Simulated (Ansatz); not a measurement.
LiI:
```yaml
crystal:
  lattice:
    - [0.00000, 3.00938, 3.00938]
    - [3.00938, 0.00000, 3.00938]
    - [3.00938, 3.00938, 0.00000]
  atoms:
    - { symbol: Li, position: [0.00000, 0.00000, 0.00000] }
    - { symbol: I, position: [0.50000, 0.50000, 0.50000] }
```

Plane-wave PAW r²SCAN (Ansatz code) gives a gap of 5.00 eV without spin–orbit coupling, maximum on the K–Γ line, 78 % of the way from K, minimum at X.

**Question.** What happens when spin–orbit coupling is switched on?

**Answer.** The gap falls by 0.34 eV, to 4.66 eV; maximum at Γ, minimum at X.

**Question.** Give the electron effective mass with spin–orbit coupling.

**Answer.** 0.46, 0.46, 0.81 mₑ (principal values).

**Question.** Give the hole effective mass with spin–orbit coupling, band 1 of 2 at the edge.

**Answer.** 1.0 along [100], 2.5 along [110], 3.6 along [111] (mₑ).

**Question.** Give the hole effective mass with spin–orbit coupling, band 2 of 2 at the edge.

**Answer.** 0.49 along [100], 0.38 along [110], 0.36 along [111] (mₑ).

Space group Fm-3m (rock salt). The cell was relaxed with r²SCAN under the symmetry of its start; phonons on a q-mesh show no instability.

Potentials: the later of the program's two PAW sets.
